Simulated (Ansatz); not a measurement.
Born–Oppenheimer molecular dynamics of a periodic cell of 16 atoms, Pd (surface Pd(110)). It goes on from the last frame of an earlier run, with new velocities.

Theory: Ansatz 0.2.0, DFT PBE, scalar-relativistic, plane waves, PAW. Settings: accuracy low, PAW set soft_1, cutoff 420 eV, k mesh 2x2x1, fermi-dirac smearing 0.1 eV, no spin polarisation.

| Quantity | Value |
| --- | --- |
| ensemble | NVT, Langevin thermostat |
| time step | 3 fs |
| steps asked | 300 |
| set temperature | 1800 K |
| friction | 0.05 /fs |
| atoms held | 1 to 4 |
| seed | 772580 |

Frames 60 fs apart, positions in Å, forces in eV/Å.

Velocities at 90 fs (Å/ps):

```
Pd 0.00 0.00 0.00
Pd 0.00 0.00 0.00
Pd 0.00 0.00 0.00
Pd 0.00 0.00 0.00
Pd 0.90 -4.64 -0.40
Pd -0.83 -4.13 2.90
Pd -3.24 1.83 0.09
Pd -6.60 4.13 -4.46
Pd -0.51 3.02 -4.00
Pd 1.90 1.02 3.68
Pd 7.78 -2.59 4.30
Pd 5.81 -2.42 -3.03
Pd -5.16 5.29 -2.80
Pd -5.17 -2.58 -0.41
Pd -2.73 -2.21 3.79
Pd 0.68 -2.59 6.33
```

```xyz
16
Lattice="7.7800 0.0000 0.0000 0.0000 5.5013 0.0000 0.0000 0.0000 16.1260" Properties=species:S:1:pos:R:3:forces:R:3 time_fs=90 energy_less_start_eV=0.185 T=1746
Pd 1.945 1.375 1.000 -0.18 -0.14 1.03
Pd 5.835 1.375 1.000 0.23 -0.14 0.92
Pd 1.945 4.126 1.000 -0.15 0.14 1.11
Pd 5.835 4.126 1.000 0.20 0.17 1.03
Pd -0.112 0.130 2.899 0.14 -1.68 -1.66
Pd 3.894 -0.094 2.838 -0.58 0.24 -1.51
Pd -0.029 2.705 2.724 -0.60 0.66 -0.69
Pd 3.911 2.714 2.290 -0.25 -0.18 0.60
Pd 1.922 1.216 4.039 0.98 -0.15 -0.73
Pd 5.756 1.219 4.138 0.64 0.55 0.04
Pd 1.799 3.942 4.067 1.25 -0.19 -0.14
Pd 5.687 4.023 4.111 0.97 -1.06 -0.14
Pd 0.018 -0.428 5.544 -0.54 -0.48 0.15
Pd 3.813 -0.440 5.586 -0.46 -0.19 -0.14
Pd 0.535 2.076 5.895 -0.72 1.22 -0.13
Pd 3.898 2.192 5.456 -0.95 1.23 0.26
16
Lattice="7.7800 0.0000 0.0000 0.0000 5.5013 0.0000 0.0000 0.0000 16.1260" Properties=species:S:1:pos:R:3:forces:R:3 time_fs=150 energy_less_start_eV=1.268 T=1825
Pd 1.945 1.375 1.000 -0.81 -0.55 0.52
Pd 5.835 1.375 1.000 0.17 -0.18 1.03
Pd 1.945 4.126 1.000 -0.47 0.35 0.73
Pd 5.835 4.126 1.000 0.03 0.10 0.99
Pd -0.150 -0.002 2.757 0.48 1.18 -1.50
Pd 3.782 -0.122 2.917 1.41 0.48 -1.51
Pd 0.027 2.835 2.850 0.66 -1.99 -2.68
Pd 3.789 2.672 2.126 1.06 0.32 0.98
Pd 1.885 1.382 3.876 0.53 -0.44 0.54
Pd 5.819 1.520 4.242 0.68 -2.69 -0.52
Pd 1.860 4.106 3.990 0.52 -0.33 0.82
Pd 6.048 3.904 3.958 -3.81 2.18 0.78
Pd -0.147 -0.432 5.447 0.70 0.68 0.90
Pd 3.853 -0.469 5.521 0.32 -0.07 -0.08
Pd 0.495 2.243 5.939 -0.28 0.23 -1.01
Pd 3.852 2.237 5.511 -1.21 0.74 0.02
16
Lattice="7.7800 0.0000 0.0000 0.0000 5.5013 0.0000 0.0000 0.0000 16.1260" Properties=species:S:1:pos:R:3:forces:R:3 time_fs=210 energy_less_start_eV=1.170 T=2669
Pd 1.945 1.375 1.000 -0.67 -0.50 0.43
Pd 5.835 1.375 1.000 -0.03 -0.11 0.98
Pd 1.945 4.126 1.000 -0.96 0.60 0.40
Pd 5.835 4.126 1.000 0.24 0.05 0.51
Pd 0.056 0.059 2.543 -0.10 -0.34 0.20
Pd 3.969 -0.356 2.756 -1.34 3.16 -2.12
Pd -0.208 2.749 2.780 1.68 0.27 -1.04
Pd 3.732 2.790 2.104 1.62 -1.92 0.43
Pd 2.237 1.381 3.890 -2.09 -1.18 -0.97
Pd 5.881 1.475 4.158 -0.08 -1.18 -0.14
Pd 1.944 3.944 4.075 -1.20 0.30 -0.23
Pd 5.767 4.171 3.958 0.06 -1.38 -0.03
Pd -0.340 -0.599 5.454 1.86 0.57 0.85
Pd 3.765 -0.269 5.335 0.71 -0.30 1.32
Pd 0.288 2.138 5.816 0.06 0.21 -1.26
Pd 3.867 2.314 5.447 0.23 1.73 0.69
16
Lattice="7.7800 0.0000 0.0000 0.0000 5.5013 0.0000 0.0000 0.0000 16.1260" Properties=species:S:1:pos:R:3:forces:R:3 time_fs=270 energy_less_start_eV=0.594 T=2153
Pd 1.945 1.375 1.000 -0.02 -0.14 0.00
Pd 5.835 1.375 1.000 0.28 -0.41 0.21
Pd 1.945 4.126 1.000 0.61 -0.42 0.26
Pd 5.835 4.126 1.000 0.29 -0.02 0.35
Pd 0.288 -0.139 2.456 -1.76 -0.33 0.40
Pd 3.989 -0.059 2.705 -2.10 0.08 -2.72
Pd -0.143 2.449 2.641 0.77 1.69 -0.96
Pd 3.906 2.593 2.247 0.21 1.13 0.47
Pd 2.093 1.319 3.774 0.12 -1.81 0.01
Pd 5.902 1.193 3.923 -0.22 1.09 1.01
Pd 1.810 3.768 3.916 0.68 1.93 0.35
Pd 5.749 4.201 3.712 1.88 -3.08 1.13
Pd -0.468 -0.464 5.709 0.26 -0.45 -0.79
Pd 3.844 -0.175 5.284 0.02 -0.54 0.67
Pd 0.428 2.006 5.459 -1.00 0.60 0.32
Pd 3.903 2.480 5.375 -0.02 0.68 -0.72
16
Lattice="7.7800 0.0000 0.0000 0.0000 5.5013 0.0000 0.0000 0.0000 16.1260" Properties=species:S:1:pos:R:3:forces:R:3 time_fs=330 energy_less_start_eV=0.701 T=2107
Pd 1.945 1.375 1.000 -0.10 0.28 0.20
Pd 5.835 1.375 1.000 0.60 -0.50 0.10
Pd 1.945 4.126 1.000 0.13 -0.33 0.60
Pd 5.835 4.126 1.000 0.53 0.39 0.16
Pd 0.188 -0.084 2.513 -1.62 -0.18 -0.83
Pd 3.862 0.011 2.454 1.57 -1.42 -1.59
Pd -0.175 2.620 2.648 2.15 0.06 -1.16
Pd 4.051 2.709 2.252 -1.28 0.37 1.10
Pd 2.099 1.025 3.733 -0.98 2.85 -0.94
Pd 5.936 1.185 3.929 -0.88 0.61 0.56
Pd 1.775 4.040 4.090 0.14 -1.24 -0.14
Pd 5.980 4.106 3.791 -1.58 -0.53 0.72
Pd -0.379 -0.289 5.683 0.45 -0.49 -0.43
Pd 3.713 -0.093 5.124 2.19 -1.96 1.65
Pd 0.662 2.076 5.346 -1.29 0.69 0.96
Pd 3.706 2.394 5.471 -0.04 1.40 -0.97
16
Lattice="7.7800 0.0000 0.0000 0.0000 5.5013 0.0000 0.0000 0.0000 16.1260" Properties=species:S:1:pos:R:3:forces:R:3 time_fs=390 energy_less_start_eV=0.248 T=1513
Pd 1.945 1.375 1.000 0.06 0.23 0.23
Pd 5.835 1.375 1.000 0.95 0.64 -0.02
Pd 1.945 4.126 1.000 -0.22 0.06 0.28
Pd 5.835 4.126 1.000 1.07 0.14 -0.12
Pd 0.097 -0.084 2.381 -0.89 -0.05 0.45
Pd 4.037 0.160 2.212 -1.18 -0.32 0.69
Pd 0.006 2.578 2.545 -0.01 0.91 -0.18
Pd 3.926 3.072 2.296 -0.88 -1.98 0.60
Pd 2.186 1.266 3.793 0.87 -0.31 -1.65
Pd 5.792 1.329 3.927 0.63 -0.66 0.02
Pd 1.641 4.170 4.184 1.26 0.66 -0.52
Pd 5.709 3.940 3.922 1.06 0.84 0.20
Pd -0.334 -0.353 5.717 -0.04 0.02 -0.96
Pd 3.982 -0.098 5.252 -0.42 -1.51 0.06
Pd 0.628 2.245 5.303 -2.25 -0.42 1.61
Pd 3.824 2.359 5.574 -0.02 1.76 -0.70
16
Lattice="7.7800 0.0000 0.0000 0.0000 5.5013 0.0000 0.0000 0.0000 16.1260" Properties=species:S:1:pos:R:3:forces:R:3 time_fs=450 energy_less_start_eV=0.992 T=1412
Pd 1.945 1.375 1.000 -0.24 0.46 0.06
Pd 5.835 1.375 1.000 0.48 0.43 -0.94
Pd 1.945 4.126 1.000 0.53 -0.58 -0.32
Pd 5.835 4.126 1.000 0.49 0.11 0.22
Pd 0.240 -0.242 2.355 -1.52 0.88 0.58
Pd 3.924 0.179 2.221 -0.10 -0.63 0.08
Pd -0.043 2.536 2.621 2.41 1.67 -1.22
Pd 3.896 3.070 2.422 -0.49 -1.22 -0.21
Pd 2.341 1.470 3.769 -0.77 -0.68 -0.25
Pd 6.036 1.164 3.502 -1.83 -1.27 2.88
Pd 1.776 4.235 4.179 1.64 -0.75 -0.95
Pd 5.793 3.931 3.839 1.88 -0.22 0.18
Pd -0.005 -0.641 5.675 -1.40 0.69 0.00
Pd 4.084 -0.320 5.073 -0.70 0.77 0.62
Pd 0.516 2.146 5.368 -0.75 -0.11 0.03
Pd 3.816 2.391 5.641 0.38 0.45 -0.76
16
Lattice="7.7800 0.0000 0.0000 0.0000 5.5013 0.0000 0.0000 0.0000 16.1260" Properties=species:S:1:pos:R:3:forces:R:3 time_fs=510 energy_less_start_eV=2.030 T=1095
Pd 1.945 1.375 1.000 -0.43 0.72 -0.87
Pd 5.835 1.375 1.000 0.35 0.33 -0.26
Pd 1.945 4.126 1.000 0.59 -0.52 -0.65
Pd 5.835 4.126 1.000 0.01 0.01 0.51
Pd 0.358 -0.119 2.402 -2.19 1.38 0.06
Pd 3.794 0.201 2.275 0.93 -1.98 -0.23
Pd 0.088 2.785 2.522 -0.12 -0.75 0.00
Pd 3.760 2.894 2.459 3.97 2.96 -2.86
Pd 2.359 1.708 3.664 -3.99 -2.61 3.30
Pd 5.992 0.978 3.516 0.37 2.55 1.58
Pd 1.750 4.480 4.245 1.97 -1.20 -0.48
Pd 5.808 4.061 3.707 0.55 -2.28 0.04
Pd -0.200 -0.695 5.554 -1.70 0.44 0.51
Pd 4.023 -0.281 5.094 0.04 0.11 0.54
Pd 0.585 2.000 5.432 -0.61 0.26 -0.35
Pd 3.946 2.332 5.611 0.25 0.59 -0.85
16
Lattice="7.7800 0.0000 0.0000 0.0000 5.5013 0.0000 0.0000 0.0000 16.1260" Properties=species:S:1:pos:R:3:forces:R:3 time_fs=570 energy_less_start_eV=0.189 T=2225
Pd 1.945 1.375 1.000 -1.12 0.83 -0.48
Pd 5.835 1.375 1.000 0.15 0.15 0.82
Pd 1.945 4.126 1.000 -0.18 0.18 -0.30
Pd 5.835 4.126 1.000 0.21 0.18 0.29
Pd 0.068 -0.047 2.456 0.37 1.41 -0.28
Pd 3.666 0.168 2.231 1.96 -0.70 1.46
Pd 0.188 2.950 2.491 -1.09 -1.77 0.06
Pd 3.872 2.953 2.343 0.32 -0.50 0.05
Pd 2.110 1.807 3.830 -0.03 -1.65 -1.06
Pd 6.058 1.147 3.871 -0.80 1.51 0.08
Pd 1.778 4.434 4.344 0.40 0.03 -0.51
Pd 5.839 4.070 3.756 -0.22 -0.95 -0.15
Pd -0.433 -0.666 5.655 0.01 0.29 -0.01
Pd 4.053 -0.233 5.340 0.18 0.06 -0.48
Pd 0.347 2.031 5.469 -1.21 0.34 0.39
Pd 3.970 2.459 5.310 1.07 0.59 0.12
16
Lattice="7.7800 0.0000 0.0000 0.0000 5.5013 0.0000 0.0000 0.0000 16.1260" Properties=species:S:1:pos:R:3:forces:R:3 time_fs=630 energy_less_start_eV=-0.004 T=2306
Pd 1.945 1.375 1.000 -0.33 0.38 0.02
Pd 5.835 1.375 1.000 0.58 0.66 -0.13
Pd 1.945 4.126 1.000 0.37 0.48 0.16
Pd 5.835 4.126 1.000 0.21 0.13 -0.35
Pd -0.039 0.152 2.478 1.26 -0.04 -0.42
Pd 3.914 0.142 2.129 -0.41 -0.68 1.03
Pd 0.121 3.025 2.393 -0.30 -1.75 0.05
Pd 3.925 2.917 2.477 -0.32 -0.08 -1.46
Pd 2.164 1.719 3.733 -2.25 -2.26 -0.15
Pd 5.913 1.267 3.755 -0.68 0.35 0.91
Pd 1.704 4.295 4.150 1.76 0.43 -1.06
Pd 5.855 3.952 3.658 0.25 1.24 1.50
Pd -0.248 -0.851 5.535 -1.00 0.85 0.35
Pd 3.987 -0.187 5.256 0.04 -0.21 -0.79
Pd 0.137 2.014 5.448 -0.35 -0.38 -0.59
Pd 3.930 2.498 5.201 1.16 0.87 0.93
16
Lattice="7.7800 0.0000 0.0000 0.0000 5.5013 0.0000 0.0000 0.0000 16.1260" Properties=species:S:1:pos:R:3:forces:R:3 time_fs=690 energy_less_start_eV=0.610 T=1667
Pd 1.945 1.375 1.000 -1.20 1.40 -2.04
Pd 5.835 1.375 1.000 0.59 0.58 -0.29
Pd 1.945 4.126 1.000 -0.86 0.30 -0.53
Pd 5.835 4.126 1.000 0.86 0.39 -0.37
Pd 0.113 0.198 2.409 -1.11 -1.94 -0.15
Pd 3.777 0.320 2.079 1.91 -0.71 0.88
Pd 0.100 2.740 2.399 -0.94 1.39 0.12
Pd 3.868 3.297 2.365 -0.38 -2.54 -0.36
Pd 2.071 1.451 3.598 -0.21 0.45 1.83
Pd 5.765 1.239 3.655 0.26 0.91 0.92
Pd 1.849 4.308 3.870 -0.39 -0.95 -0.35
Pd 5.847 4.113 3.672 1.01 -0.08 0.25
Pd -0.177 -0.858 5.405 0.28 0.37 0.22
Pd 3.857 -0.295 5.151 0.56 2.56 -0.08
Pd 0.301 1.908 5.550 -0.45 -0.01 -1.13
Pd 3.884 2.792 4.899 0.05 -2.12 1.09
16
Lattice="7.7800 0.0000 0.0000 0.0000 5.5013 0.0000 0.0000 0.0000 16.1260" Properties=species:S:1:pos:R:3:forces:R:3 time_fs=750 energy_less_start_eV=0.438 T=1527
Pd 1.945 1.375 1.000 -0.01 0.59 -1.06
Pd 5.835 1.375 1.000 0.91 0.54 -0.47
Pd 1.945 4.126 1.000 0.04 0.14 -0.40
Pd 5.835 4.126 1.000 0.42 0.26 -0.39
Pd 0.183 0.050 2.372 -1.62 -0.22 0.12
Pd 3.902 0.361 2.180 0.33 -1.47 -0.18
Pd 0.080 2.674 2.223 -0.58 0.81 0.93
Pd 3.867 3.244 2.479 -0.83 -1.65 -1.25
Pd 2.283 1.402 3.708 -2.66 -0.04 0.56
Pd 5.750 1.292 3.694 1.39 0.41 0.71
Pd 1.782 4.218 3.849 1.69 -1.04 -0.55
Pd 5.841 4.099 3.631 1.89 0.51 1.42
Pd 0.057 -0.829 5.420 -1.34 -0.07 0.62
Pd 3.888 -0.204 5.225 0.23 0.58 -0.47
Pd 0.317 1.772 5.522 -0.37 0.56 -1.11
Pd 3.922 2.690 5.019 0.50 0.09 1.51
```

Of the whole run (900 fs, mean temperature of the second half 1698 K): A run of 0.9 ps of so small a system gives no equilibrium averages. Limits of this set-up: coarse k mesh, thin slab, slab without dipole correction, a typed lattice constant that wasn't relaxed here, low accuracy level.

The run took 35 min on 4 threads of Arm Neoverse V2 (shared host), peak memory 2.3 GiB.
